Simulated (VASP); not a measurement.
# Sn (Immm) in VASP: notebook

Runs on Sn. Level: PBEsol. Tasks: relaxation of cell and atoms.

Everything below comes from runs of VASP 6.6.1. Logs are shortened: lines on timing, memory, paths and dates and some standing lists are left out, and cuts for length are marked.

## Step 1: The crystal as given

It takes space group Immm (No. 71, orthorhombic). Conventional cell: a = 3.453 Å, b = 3.551 Å, c = 4.677 Å, α = 90.00°, β = 90.00°, γ = 90.00°. Sn (site symmetry mmm) has 12 Sn at 3.41 to 3.55 Å as nearest neighbours.

This isn't the form of Sn at room conditions, which is tetragonal (white tin).

## Step 2: Relaxation of cell and atoms, PBEsol

File INCAR:

```
PREC = Accurate ; ENCUT = 300
EDIFF = 1E-7 ; ISMEAR = 0
SIGMA = 0.1 ; LREAL = False
LASPH = True ; NELM = 60
ALGO = Fast ; ISIF = 3
LWAVE = False ; LCHARG = False
GGA = PS ; IBRION = 2
NSW = 90 ; EDIFFG = -0.005
```

File KPOINTS:

```
Automatic mesh
0
Gamma
  16 16 16
```

File POSCAR:

```
Sn
1.0
   -1.7265390000      1.7755470000      2.3383420000
    1.7265390000     -1.7755470000      2.3383420000
    1.7265390000      1.7755470000     -2.3383420000
Sn
1
Direct
    0.0000000000      0.0000000000      0.0000000000
```

Potentials or basis: VASP PAW PBE potentials, release 64 (Sn_d).

The run is started by

```console
$ cat potpaw_PBE.64/Sn_d/POTCAR > POTCAR
$ mpirun -np 1 vasp_std > vasp.out
```

OUTCAR:

```text
PREC = Accurate
   ENCUT = 300
   EDIFF = 1E-7
   ISMEAR = 0
   LREAL = False
   LASPH = True
   NELM = 60
   ISIF = 3
   GGA = PS
   IBRION = 2
   NSW = 90
   EDIFFG = -0.005

 ion  position               nearest neighbor table
   1  0.000  0.000  0.000-

  LATTYP: Found a body centered orthorhombic cell.
 ALAT       =     3.4530780000
 B/A-ratio  =     1.0283851103
 C/A-ratio  =     1.3543522620

  Lattice vectors:

 A1 = (  -1.7265390000,   1.7755470000,   2.3383420000)
 A2 = (   1.7265390000,  -1.7755470000,   2.3383420000)
 A3 = (   1.7265390000,   1.7755470000,  -2.3383420000)

Analysis of symmetry for initial positions (statically):
=====================================================================
 Subroutine PRICEL returns:
 Original cell was already a primitive cell.

 Routine SETGRP: Setting up the symmetry group for a
 body centered orthorhombic supercell.

 Subroutine GETGRP returns: Found  8 space group operations
 (whereof  8 operations were pure point group operations)
 out of a pool of  8 trial point group operations.

The static configuration has the point symmetry D_2h.

Analysis of symmetry for dynamics (positions and initial velocities):
=====================================================================
 Subroutine PRICEL returns:
 Original cell was already a primitive cell.

 Routine SETGRP: Setting up the symmetry group for a
 body centered orthorhombic supercell.

 Subroutine GETGRP returns: Found  8 space group operations
 (whereof  8 operations were pure point group operations)
 out of a pool of  8 trial point group operations.

The dynamic configuration has the point symmetry D_2h.

 Subroutine INISYM returns: Found  8 space group operations
 (whereof  8 operations are pure point group operations),
 and found     1 'primitive' translations

----------------------------------------------------------------------------------------

                                     Primitive cell

  volume of cell :      28.6732

  direct lattice vectors                    reciprocal lattice vectors
    -1.726539000  1.775547000  2.338342000     0.000000000  0.281603359  0.213826720
     1.726539000 -1.775547000  2.338342000     0.289596702  0.000000000  0.213826720
     1.726539000  1.775547000 -2.338342000     0.289596702  0.281603359  0.000000000

  length of vectors
     3.406075069  3.406075069  3.406075069     0.353584952  0.359983494  0.403938983

  position of ions in fractional coordinates (direct lattice)
     0.000000000  0.000000000  0.000000000

  ion indices of the primitive-cell ions
   primitive index   ion index
                 1           1

----------------------------------------------------------------------------------------

 KPOINTS: Automatic mesh

Automatic generation of k-mesh.
 Grid dimensions read from file:
 generate k-points for:   16   16   16

 Generating k-lattice:

  Cartesian coordinates                     Fractional coordinates (reciprocal lattice)
     0.000000000  0.017600210  0.013364170     0.062500000  0.000000000 -0.000000000
     0.018099794  0.000000000  0.013364170     0.000000000  0.062500000  0.000000000
     0.018099794  0.017600210  0.000000000    -0.000000000  0.000000000  0.062500000

  Length of vectors
     0.022099059  0.022498968  0.025246186

  Shift w.r.t. Gamma in fractional coordinates (k-lattice)
     0.000000000  0.000000000  0.000000000

 Subroutine IBZKPT returns following result:
 ===========================================

 Found    621 irreducible k-points:

 Following reciprocal coordinates:
            Coordinates               Weight
  0.000000  0.000000  0.000000      1.000000
  0.062500  0.000000  0.000000      4.000000
  0.125000  0.000000  0.000000      4.000000
  0.187500  0.000000  0.000000      4.000000
  0.250000  0.000000  0.000000      4.000000
  0.312500  0.000000 -0.000000      4.000000
[... 16 lines left out ...]
 -0.187500  0.062500  0.000000      8.000000
 -0.125000  0.062500  0.000000      8.000000
 [... further k-points ...]
   k-points           NKPTS =    621   k-points in BZ     NKDIM =    621   number of bands    NBANDS=     11
   number of dos      NEDOS =    301   number of ions     NIONS =      1
   total plane-waves  NPLWV =   8000
   dimension x,y,z NGX =    20 NGY =   20 NGZ =   20
   dimension x,y,z NGXF=    40 NGYF=   40 NGZF=   40
   ions per type =               1
   NGX,Y,Z   is equivalent  to a cutoff of   9.76,  9.76,  9.76 a.u.
   NGXF,Y,Z  is equivalent  to a cutoff of  19.52, 19.52, 19.52 a.u.
 SYSTEM =  unknown system
   PREC   = accura    normal or accurate (medium, high low for compatibility)
   ISTART =      0    job   : 0-new  1-cont  2-samecut
   ICHARG =      2    charge: 1-file 2-atom 10-const
   ISPIN  =      1    spin polarized calculation?
   LNONCOLLINEAR =      F non collinear calculations
   LSORBIT =      F    spin-orbit coupling
   LASPH  =      T    aspherical Exc in radial PAW
   ENCUT  =  300.0 eV  22.05 Ry    4.70 a.u.   4.81  4.81  4.81*2*pi/ulx,y,z
   NELM   =     60;   NELMIN=  2; NELMDL= -5     # of ELM steps
   EDIFF  = 0.1E-06   stopping-criterion for ELM
   LREAL  =      F    real-space projection
   EDIFFG = -.5E-02   stopping-criterion for IOM
   NSW    =     90    number of steps for IOM
   IBRION =      2    ionic relax: 0-MD 1-quasi-New 2-CG
   NFREE  =      1    steps in history (QN), initial steepest desc. (CG)
   ISIF   =      3    stress and relaxation
   ISYM   =      2    0-nonsym 1-usesym 2-fastsym
   POTIM  = 0.5000    time-step for ionic-motion
   TEBEG  =    0.0;   TEEND  =   0.0 temperature during run
   PSTRESS=    0.0 pullay stress
   NELECT =      14.0000    total number of electrons
   NUPDOWN=      -1.0000    fix difference up-down
   EMIN   =  10.00;   EMAX   =-10.00  energy-range for DOS
   EFERMI =   0.00;   METHOD = LEGACY
   ISMEAR =     0;   SIGMA  =   0.10  broadening in eV -4-tet -1-fermi 0-gaus
   EFERMI_NEDOS =   21; number of points for ismear=-14 and -15
   IALGO  =     68    algorithm
   IMIX   =      4    mixing-type and parameters
     AMIX     =   0.40;   BMIX     =  1.00
     AMIX_MAG =   1.60;   BMIX_MAG =  1.00
  volume/ion in A,a.u.               =      28.67       193.50
  Fermi-wavevector in a.u.,A,eV,Ry     =   1.289116  2.436076 22.610433  1.661820
  Thomas-Fermi vector in A             =   2.421028
   LORBIT       =      0    0 simple, 1 ext, 2 COOP (PROOUT), +10 PAW based schemes
   GGA     = PS    functional components
   LHFCALC =     F    Hartree Fock is set to
   AEXX    =    0.0000 exact exchange contribution
   IVDW    =     0    specifies the selected vdW correction
   LEPSILON=     F    determine dielectric tensor
   LRPA    =     F    only Hartree local field effects (RPA)
 conjugate gradient relaxation of ions
 non-spin polarized calculation
 RMM-DIIS sequential band-by-band and
 Gauss-broadening in eV      SIGMA  =   0.10
  energy-cutoff  :      300.00
  volume of cell :       28.67
 maximum number of plane-waves:       349
   NGX =  9   NGY =  9   NGZ =  9

--------------------------------------- Ionic step        1  -------------------------------------------

 number of electron      13.9999989 magnetization

 Free energy of the ion-electron system (eV)
  ---------------------------------------------------
  ext. energy  EPLUGINS =         0.00000000
  ---------------------------------------------------
  free energy    TOTEN  =        -4.20793712 eV

  energy without entropy =       -4.20480002  energy(sigma->0) =       -4.20636857

------------------------ aborting loop because EDIFF is reached ----------------------------------------

  FORCE on cell =-STRESS in cart. coord.  units (eV):
  Direction    XX          YY          ZZ          XY          YZ          ZX
  --------------------------------------------------------------------------------------
  -------------------------------------------------------------------------------------
  Total       -0.6610987     -0.7683102     -0.7360967      0.0000000      0.0000000      0.0000000
  in kB      -36.9402905    -42.9309581    -41.1309618      0.0000000      0.0000000      0.0000000
  external PRESSURE =     -40.3340702 kB  Pullay stress =       0.0000000 kB
[... 86 lines left out ...]
  FREE ENERGIE OF THE ION-ELECTRON SYSTEM (eV)
  ---------------------------------------------------
  free  energy   TOTEN  =        -4.2425430111 eV

  energy  without entropy=       -4.2395447312  energy(sigma->0) =       -4.24104387

[... ionic steps 4 to 18 ...]

--------------------------------------- Ionic step       19  -------------------------------------------

 number of electron      14.0000007 magnetization

------------------------ aborting loop because EDIFF is reached ----------------------------------------

  FORCE on cell =-STRESS in cart. coord.  units (eV):
  Direction    XX          YY          ZZ          XY          YZ          ZX
  --------------------------------------------------------------------------------------
  -------------------------------------------------------------------------------------
  Total        0.0181681     -0.0136530      0.0051186      0.0000000      0.0000000      0.0000000
  in kB        1.1138002     -0.8370004      0.3138006      0.0000000      0.0000000      0.0000000
  external PRESSURE =       0.1968668 kB  Pullay stress =       0.0000000 kB
[... 55 lines left out ...]
  energy  without entropy=       -4.2433074017  energy(sigma->0) =       -4.24447728

--------------------------------------- Ionic step       21  -------------------------------------------

 number of electron      14.0000007 magnetization

 Free energy of the ion-electron system (eV)
  ---------------------------------------------------
  ext. energy  EPLUGINS =         0.00000000
  ---------------------------------------------------
  free energy    TOTEN  =        -4.24565872 eV

  energy without entropy =       -4.24331891  energy(sigma->0) =       -4.24448882

 E-fermi :   8.4113     XC(G=0): -10.6858

 val. band max:        8.4108747548   @ k =   0.5000   0.5000   0.1875
 cond. band min:       8.4237963617   @ k =  -0.4375   0.5000   0.1250
 fundamental gap:      0.0129216069
 Fermi energy:         8.4113467577

 k-point     1 :       0.0000    0.0000    0.0000
  band No.  band energies     occupation
      1     -13.0311      2.00000
      2     -13.0306      2.00000
      3     -12.9714      2.00000
      4     -12.9397      2.00000
      5     -12.8687      2.00000
      6      -2.9857      2.00000
      7      16.3256      0.00000
      8      16.6216      0.00000
      9      16.6322      0.00000
     10      19.3676      0.00000
     11      20.5874      0.00000
[... 309 lines left out ...]
 k-point    24 :      -0.1250    0.0625    0.0000
  band No.  band energies     occupation
      1     -13.0337      2.00000
      2     -13.0111      2.00000
      3     -12.9681      2.00000
      4     -12.9337      2.00000
      5     -12.8715      2.00000
      6      -2.7000      2.00000
      7      14.4436      0.00000
      8      15.6183      0.00000
      9      16.0296      0.00000
     10      18.5057      0.00000
     11      19.9411      0.00000

 [... further k-points ...]
[... 5 lines left out ...]
  --------------------------------------------------------------------------------------
  -------------------------------------------------------------------------------------
  Total       -0.0034509     -0.0036615      0.0002472      0.0000000      0.0000000     -0.0000000
  in kB       -0.2114384     -0.2243384      0.0151442      0.0000000      0.0000000     -0.0000000
  external PRESSURE =      -0.1402109 kB  Pullay stress =       0.0000000 kB
[... 16 lines left out ...]
  FREE ENERGIE OF THE ION-ELECTRON SYSTEM (eV)
  ---------------------------------------------------
  free  energy   TOTEN  =        -4.2456587219 eV

  energy  without entropy=       -4.2433189124  energy(sigma->0) =       -4.24448882

 reached required accuracy - stopping structural energy minimisation
```

It took 19 min on 1 thread of Intel Xeon Platinum 8259CL at 2.50GHz (Skylake/Cascade Lake), shared host; peak memory 0.25 GiB.

Results:

```
Free energy                            : -4.2457 eV
Relaxed volume                         : 26.15 Å³/atom
Relaxed cell                           : a = 3.269 Å, b = 3.269 Å, c = 3.269 Å, α = 115.32°, β = 115.36°, γ = 98.28°
Space group after relaxing (to 0.05 Å) : I4/mmm (No. 139)
Energy gained by relaxing              : 37.7 meV/atom
Ionic steps                            : 21
Pressure after relaxing                : 0.0 GPa
Band gap on the k mesh                 : none (metal or under the smearing width)
```

Step by step:
```tsv
step	energy change (eV)	largest force (eV/Å)	pressure (GPa)	volume (Å³)
1	0.0000	0.0000	-4.03	28.67
2	-0.0335	0.0000	0.93	25.78
3	-0.0346	0.0000	0.01	26.18
4	-0.0346	0.0000	0.15	26.13
5	-0.0349	0.0000	0.13	26.12
6	-0.0354	0.0000	0.18	26.10
7	-0.0354	0.0000	-0.17	26.27
8	-0.0355	0.0000	-0.07	26.21
9	-0.0355	0.0000	-0.07	26.21
10	-0.0358	0.0000	-0.11	26.22
11	-0.0363	0.0000	-0.16	26.24
12	-0.0376	0.0000	-0.21	26.25
13	-0.0376	0.0000	-0.22	26.25
14	-0.0376	0.0000	-0.21	26.25
15	-0.0377	0.0000	-0.05	26.17
16	-0.0377	0.0000	-0.02	26.14
17	-0.0377	0.0000	0.15	26.07
18	-0.0377	0.0000	0.11	26.12
19	-0.0377	0.0000	0.02	26.13
20	-0.0377	0.0000	0.01	26.14
21	-0.0377	0.0000	-0.01	26.15
```

Final structure:
```
Sn
1.0
    -1.74883    1.74790    2.13865
     1.74883   -1.74790    2.13865
     1.74883    1.74790   -2.13865
Sn
1
Direct
  0.00000 0.00000 0.00000
```

Levels at points of the mesh, in eV from the Fermi level:
```csv
k point,band 4,band 5,band 6,band 7,band 8,band 9,band 10,band 11
"(0.00, 0.00, 0.00)",-21.35,-21.28,-11.40,7.91,8.21,8.22,10.96,12.18
"(0.50, 0.00, 0.00)",-21.26,-21.21,-6.77,-4.78,4.87,6.52,9.47,9.71
"(0.00, 0.50, 0.00)",-21.26,-21.21,-6.78,-4.78,4.88,6.53,9.48,9.72
"(0.50, 0.50, 0.00)",-21.25,-21.19,-5.54,-4.18,2.49,3.40,6.43,6.63
"(0.50, 0.50, 0.50)",-21.21,-21.20,-3.36,-2.69,0.91,0.92,4.25,4.93
```

Caveat: the PAW data sets were made with another functional, which shifts forces and pressure a little.

## Step 3: Relaxation of cell and atoms, PBEsol

INCAR, as its differences from that of step 2:

```diff
@@ -1,2 +1,2 @@
-PREC = Accurate ; ENCUT = 300
+PREC = Accurate ; ENCUT = 600
 EDIFF = 1E-7 ; ISMEAR = 0
```

File KPOINTS:

```
Automatic mesh
0
Gamma
  6 6 6
```

POSCAR is that of step 2.

Potentials or basis: VASP PAW PBE potentials, release 64 (Sn_d).

The run is started by

```console
$ cat potpaw_PBE.64/Sn_d/POTCAR > POTCAR
$ mpirun -np 1 vasp_std > vasp.out
```

OUTCAR:

```text
PREC = Accurate
   ENCUT = 600
   EDIFF = 1E-7
   ISMEAR = 0
   LREAL = False
   LASPH = True
   NELM = 60
   ISIF = 3
   GGA = PS
   IBRION = 2
   NSW = 90
   EDIFFG = -0.005

 ion  position               nearest neighbor table
   1  0.000  0.000  0.000-

  LATTYP: Found a body centered orthorhombic cell.
 ALAT       =     3.4530780000
 B/A-ratio  =     1.0283851103
 C/A-ratio  =     1.3543522620

  Lattice vectors:

 A1 = (  -1.7265390000,   1.7755470000,   2.3383420000)
 A2 = (   1.7265390000,  -1.7755470000,   2.3383420000)
 A3 = (   1.7265390000,   1.7755470000,  -2.3383420000)

Analysis of symmetry for initial positions (statically):
=====================================================================
 Subroutine PRICEL returns:
[... 363 lines left out ...]
 cond. band min:       8.6965935752   @ k =   0.1667   0.3333   0.0000
 fundamental gap:      0.2822391081
 Fermi energy:         8.4420548531

 k-point     1 :       0.0000    0.0000    0.0000
  band No.  band energies     occupation
      1     -13.3147      2.00000
      2     -13.2379      2.00000
      3     -13.2375      2.00000
      4     -13.2209      2.00000
      5     -13.1077      2.00000
      6      -3.1064      2.00000
      7      14.9528      0.00000
      8      15.0941      0.00000
      9      17.7622      0.00000
     10      18.5166      0.00000
     11      19.6233      0.00000
[... 309 lines left out ...]
 k-point    24 :       0.1667    0.3333    0.1667
  band No.  band energies     occupation
      1     -13.2775      2.00000
      2     -13.2415      2.00000
      3     -13.1519      2.00000
      4     -13.1380      2.00000
      5     -13.0864      2.00000
      6       2.9537      2.00000
      7       4.9572      2.00000
      8       8.0090      2.00000
      9       8.7896      0.00000
     10      21.2459      0.00000
     11      21.7954      0.00000

 [... further k-points ...]
[... 5 lines left out ...]
  --------------------------------------------------------------------------------------
  -------------------------------------------------------------------------------------
  Total       -0.0030118     -0.0029942     -0.0034793      0.0000000     -0.0000000      0.0000000
  in kB       -0.1810349     -0.1799761     -0.2091326      0.0000000     -0.0000000      0.0000000
  external PRESSURE =      -0.1900479 kB  Pullay stress =       0.0000000 kB
[... 16 lines left out ...]
  FREE ENERGIE OF THE ION-ELECTRON SYSTEM (eV)
  ---------------------------------------------------
  free  energy   TOTEN  =        -4.1892869247 eV

  energy  without entropy=       -4.1875625340  energy(sigma->0) =       -4.18842473

 reached required accuracy - stopping structural energy minimisation
```

CONTCAR:

```text
Sn
   1.00000000000000
    -1.6386565840334288    1.9548100554029666    2.0802867610980358
     1.6386565840334288   -1.9548100554029666    2.0802867610980358
     1.6386565840334293    1.9548100554029666   -2.0802867610980358
  Sn
     1
Direct
     0.0000000000000000    0.0000000000000000    0.0000000000000000

  0.00000000E+00  0.00000000E+00  0.00000000E+00
```

It took 5.8 min on 1 thread of Intel Xeon Platinum 8259CL at 2.50GHz (Skylake/Cascade Lake), shared host; peak memory 0.17 GiB.

Results:

| Item | Value |
| --- | --- |
| Free energy | -4.1893 eV |
| Relaxed volume | 26.65 Å³/atom |
| Relaxed cell | a = 3.292 Å, b = 3.292 Å, c = 3.292 Å, α = 120.29°, β = 107.13°, γ = 101.60° |
| Space group after relaxing (to 0.05 Å) | Immm (No. 71) |
| Energy gained by relaxing | 86.3 meV/atom |
| Ionic steps | 29 |
| Pressure after relaxing | 0.0 GPa |
| Band gap on the k mesh | none (metal or under the smearing width) |

The path:
```csv
step,energy change (eV),largest force (eV/Å),pressure (GPa),volume (Å³)
1,0.0000,0.0000,-2.70,28.67
2,-0.0380,0.0000,0.20,26.71
3,-0.0416,0.0000,1.31,26.14
4,-0.0577,0.0000,1.83,25.86
5,-0.0576,0.0000,1.97,25.81
6,-0.0628,0.0000,-0.61,26.93
7,-0.0631,0.0000,-0.09,26.70
8,-0.0631,0.0000,-0.14,26.72
9,-0.0640,0.0000,-0.16,26.72
10,-0.0701,0.0000,-0.08,26.72
11,-0.0812,0.0000,-0.27,26.69
12,-0.0815,0.0000,-0.27,26.68
13,-0.0818,0.0000,-0.25,26.67
14,-0.0825,0.0000,-0.17,26.63
15,-0.0824,0.0000,0.11,26.55
16,-0.0825,0.0000,0.07,26.57
17,-0.0827,0.0000,-0.04,26.60
18,-0.0829,0.0000,-0.07,26.60
19,-0.0840,0.0000,-0.08,26.60
20,-0.0855,0.0000,0.03,26.60
21,-0.0856,0.0000,0.07,26.60
22,-0.0860,0.0000,0.07,26.62
23,-0.0862,0.0000,0.06,26.64
24,-0.0862,0.0000,0.05,26.64
25,-0.0862,0.0000,0.02,26.66
26,-0.0862,0.0000,-0.06,26.68
27,-0.0862,0.0000,-0.03,26.67
28,-0.0862,0.0000,-0.04,26.67
29,-0.0863,0.0000,-0.02,26.65
```

Final structure:
```
Sn
1.0
    -1.63866    1.95481    2.08029
     1.63866   -1.95481    2.08029
     1.63866    1.95481   -2.08029
Sn
1
Direct
  0.00000 0.00000 0.00000
```

Caveat: the k mesh is coarse (spacing up to 0.42 Å⁻¹), so the values aren't converged; the PAW data sets were made with another functional, which shifts forces and pressure a little.
